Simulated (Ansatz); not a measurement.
# La: frozen-core PAW against all-electron methods

```
La
1.0
     3.75000    0.00000    0.00000
    -1.87500    3.24760    0.00000
     0.00000    0.00000    6.07000
La
2
Direct
  0.33333 0.66667 0.25000
  0.66667 0.33333 0.75000
```

Atom numbers follow the list: La1, La2.

The cell is COD entry 9008503, as deposited and not checked against the literature; nothing was relaxed. It differs from other determinations.

No spin–orbit coupling, which matters for the heavy atoms here.

Methods: DFT, PBE, PAW with Ansatz's default frozen-core files, scalar-relativistic (Ansatz 0.2.0); DFT, PBE, all-electron PAW with datasets made for the crystal, scalar-relativistic (Ansatz 0.2.0); DFT, PBE, all-electron LAPW, scalar-relativistic (Ansatz 0.2.0).

For PAW: a Γ-centred 11×11×6 k mesh, Fermi–Dirac smearing of 0.05 eV, cutoff 420 eV, no spin polarisation. The crystal-made all-electron datasets (AE datasets) take a cutoff of 260 eV at this cell. LAPW targets a basis error of 0.25 meV/atom. The Ansatz runs share mesh, smearing and spin set-up. Plane-wave (PAW) pressures include the program's estimate of the Pulay term.

Stress and pressure are positive in compression.

No spin–orbit coupling: at heavy atoms the gradients can be off by tens of per cent for that reason.

In a metal, gradients converge slowly with the k mesh: the values move by tens of per cent from one mesh to another, at times in sign, so only the comparison on one mesh counts.

Levels count from the Fermi level.

| quantity | PAW | AE datasets | LAPW |
| --- | --- | --- | --- |
| pressure (GPa) | 0.44 | 0.47 | 0.47 |
| stress xx (GPa) | 0.51 | 0.54 | 0.54 |
| stress zz (GPa) | 0.30 | 0.34 | 0.34 |
| highest filled level at H (eV) | -0.234 | -0.234 | -0.234 |
| lowest empty level at H (eV) | 0.952 | 0.956 | 0.956 |
| highest filled level at K (eV) | -1.298 | -1.299 | -1.299 |
| lowest empty level at K (eV) | 0.065 | 0.064 | 0.064 |
| highest filled level at M (eV) | -1.146 | -1.147 | -1.147 |
| lowest empty level at M (eV) | 1.198 | 1.204 | 1.204 |
| field gradient Vzz at La1 (10²¹ V/m²) | 1.10 | 1.11 | – |

PAW's pressure differs from the LAPW value by -0.03 GPa.
